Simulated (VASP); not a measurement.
Write the native input for VASP 6.6.1 that does the following.

```yaml
Task: single point
Functional: PBE
Potentials_or_basis: VASP PAW PBE potentials, release 64 (Zn, S)
Cutoff: 520 eV
k_mesh: 6 × 6 × 4
Occupations: gaussian, width 0.1 eV
Spin: no spin polarisation
Dipole_correction: no
Further_INCAR_settings: ALGO = Fast; EDIFF = 1e-06; NBANDS = 26
```

The structure of ZnS lies in POSCAR:

```
ZnS
1.0
    3.8109987816      0.0000000000      0.0000000000
   -1.9054993908      3.3004217586      0.0000000000
    0.0000000000      0.0000000000      6.2340000000
Zn S
2 2
Direct
    0.3333333333      0.6666666667      0.0000000000
    0.6666666667      0.3333333333      0.5000000000
    0.3333333333      0.6666666667      0.3850000000
    0.6666666667      0.3333333333      0.8850000000
```

These files were run (other wordings do the same):

INCAR

```
SYSTEM = ZnS
ALGO = Fast ; EDIFF = 1E-6
ENCUT = 520 ; GGA = PE
ISIF = 2 ; ISMEAR = 0
LASPH = .TRUE. ; LCHARG = .FALSE.
LREAL = .FALSE. ; LWAVE = .FALSE.
NBANDS = 26 ; NELM = 100
PREC = Accurate ; SIGMA = 0.1
```

KPOINTS

```
k-points
0
G
  6 6 4
  0 0 0
```

Potentials or basis: VASP PAW PBE potentials, release 64 (Zn, S).

Run with:

```bash
$ cat potpaw_PBE.64/Zn/POTCAR potpaw_PBE.64/S/POTCAR > POTCAR
$ mpirun -np 1 vasp_std > vasp.out
```

It gave:

```
Pressure               : 2.9 GPa
Largest force          : 0.324 eV/Å
Band gap on the k mesh : 2.25 eV, direct
```

Run time: 29 s on 1 thread of Intel(R) Xeon(R) Platinum 8488C (Sapphire Rapids), with other jobs on the host, peak memory 0.19 GiB.
